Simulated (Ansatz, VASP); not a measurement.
Si: VASP beside Ansatz

```
CELL_PARAMETERS angstrom
0.00000 2.66109 2.66109
2.66109 0.00000 2.66109
2.66109 2.66109 0.00000
ATOMIC_POSITIONS crystal
Si 0.87500 0.87500 0.87500
Si 0.12500 0.12500 0.12500
```

Change from the starting cell: volume scaled by 0.94, LAPW.

Alike in both runs: task single point; functional PBEsol; k mesh 12 × 12 × 12; occupations fermi-dirac, width 0.08 eV; no spin polarisation.

|  | VASP | Ansatz |
| --- | --- | --- |
| version | VASP 6.6.1 | Ansatz 0.2.0 |
| potentials or method | VASP PAW PBE potentials, release 64 (Si), cutoff 520 eV | all-electron LAPW, scalar-relativistic |

Ansatz gave:

| Property | Result |
| --- | --- |
| pressure (GPa) | 6.6 |

**Question.** Which values does VASP return?

**Answer.** Pressure (GPa): 6.8.

Ansatz ran all-electron here, so the differences hold the error of VASP's frozen core and of both bases.

Caveats: the PAW data sets were made with another functional, which shifts forces and pressure a little (VASP).
